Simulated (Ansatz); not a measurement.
Single points with PBEsol in Ansatz 0.2.0, PAW, spin-restricted, at the geometries given.

Problem. Rank them by pressure, from most stretched to most compressed.
A.
LiCd (420 eV, 9×9×9 mesh on the cell that ran, as a rule the primitive one, fermi-dirac 0.0129 eV)
Space group Fd-3m:1 (No. 227). a = 6.910 Å, b = 6.910 Å, c = 6.910 Å, α = 90.00°, β = 90.00°, γ = 90.00°
```
atom  site  symmetry       x       y       z
  Cd    8a      -43m  0.5000  0.0000  0.5000
  Li    8b      -43m  0.0000  0.0000  0.5000
```
B.
Y (420 eV, 12×12×12 mesh on the cell that ran, as a rule the primitive one, fermi-dirac 0.1 eV)
Space group Im-3m (No. 229). a = 3.785 Å, b = 3.785 Å, c = 3.785 Å, α = 90.00°, β = 90.00°, γ = 90.00°
```tsv
atom	site	symmetry	x	y	z
Y	2a	m-3m	0.0000	0.0000	0.0000
```
C.
Na (420 eV, 11×11×11 mesh on the cell that ran, as a rule the primitive one, fermi-dirac 0.1 eV)
```cif
data_structure
_symmetry_space_group_name_H-M 'Im-3m'
_symmetry_Int_Tables_number 229
_cell_length_a 4.3421
_cell_length_b 4.3421
_cell_length_c 4.3421
_cell_angle_alpha 90.000
_cell_angle_beta 90.000
_cell_angle_gamma 90.000
_cell_volume 81.86
loop_
_atom_site_label
_atom_site_type_symbol
_atom_site_symmetry_multiplicity
_atom_site_Wyckoff_symbol
_atom_site_fract_x
_atom_site_fract_y
_atom_site_fract_z
_atom_site_occupancy
Na1 Na 2 a 0.00000 0.00000 0.00000 1
```

Solution. A (-4.1 GPa), C (-0.8 GPa), B (7.5 GPa).

Origins: LiCd, a known structure type with other elements, at an estimated volume; Na, a database entry at a rescaled volume; Y, a known structure type with other elements, at an estimated volume. Caveats for one or more cells: many states at the Fermi level without spin polarisation, so a magnetic state may lie lower.
